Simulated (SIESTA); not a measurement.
# Sc in SIESTA: convergence with EnergyShift

Input of the first run (EnergyShift 0.05); the others differ in this setting and in those tied to it:

Sc.fdf

```
SystemName                      Sc
SystemLabel                     Sc
NumberOfSpecies                 1
NumberOfAtoms                   5
%block ChemicalSpeciesLabel
  1  21 Sc
%endblock ChemicalSpeciesLabel

LatticeConstant                 1.0 Ang
%block LatticeVectors
     3.2109718934     0.0000000000     0.0000000000
     0.0000000000     3.2109718934     0.0000000000
     0.0000000000     0.0000000000    24.0820000000
%endblock LatticeVectors
AtomicCoordinatesFormat         Fractional
%block AtomicCoordinatesAndAtomicSpecies
     0.5000000000     0.5000000000     0.3114359272  1  Sc
     0.0000000000     0.0000000000     0.4057179636  1  Sc
     0.5000000000     0.5000000000     0.5000000000  1  Sc
     0.0000000000     0.0000000000     0.5942820364  1  Sc
     0.5000000000     0.5000000000     0.6885640728  1  Sc
%endblock AtomicCoordinatesAndAtomicSpecies

%block kgrid.MonkhorstPack
    6   0   0  0.0
    0   6   0  0.0
    0   0   1  0.0
%endblock kgrid.MonkhorstPack
XC.Functional                   GGA
XC.Authors                      PBE
PAO.BasisSize                   DZP
PAO.EnergyShift                 0.05 Ry
Mesh.Cutoff                     800 Ry
OccupationFunction              FD
ElectronicTemperature           0.05 eV
Slab.DipoleCorrection           vacuum
MaxSCFIterations                120
SCF.MustConverge                false
SCF.Mixer.Method                Pulay
SCF.Mixer.Weight                0.25
SCF.Mixer.History               8
SCF.DM.Tolerance                5.0e-05
SCF.H.Tolerance                 1.0e-03 eV
WriteForces                     true
Charge.Mulliken                 end
%block PAO.Basis
  Sc 5
  n=3 0 2
    2.552 0.000
  n=4 0 2
    6.317 0.000
  n=3 1 2
    2.816 0.000
  n=4 1 1
    6.317
  n=3 2 2
    4.240 0.000
%endblock PAO.Basis
```

Potentials or basis: PseudoDojo 0.4 standard (PBE files), DZP (energy shift 0.05 Ry; two zetas on semicore shells).

The run is started by

```sh
$ siesta Sc.fdf > Sc.out 2>&1
```

The slab is cut from a database's or a generator's crystal, which needn't be the stable form of the element.

Hardware: 1 thread of Arm Neoverse V2 (shared host).

**Question.** The values tried are 0.05, 0.03, 0.02, 0.01, 0.005, 0.003, 0.002, 0.001, loosest first. From which on does the largest force stay within 0.005 eV/Å of the tightest run that finished?

**Answer.** From 0.003 on.

```tsv
EnergyShift	energy less the tightest run, at zero smearing (meV/atom)	largest force (eV/Å)	SCF cycles	CPU time (s)	peak memory (GiB)
0.05	3069.79	0.618	17	45	0.42
0.03	1675.71	0.552	20	66	0.48
0.02	1069.18	0.518	21	87	0.53
0.01	463.43	0.443	21	130	0.63
0.005	193.69	0.451	19	170	0.75
0.003	93.82	0.439	22	260	0.86
0.002	45.46	0.439	20	290	0.93
0.001	0.00	0.437	21	360	1
```

Not settled before the last step: the energy (to 1 meV/atom). The tightest run that finished is the yardstick and may itself not be fully converged.
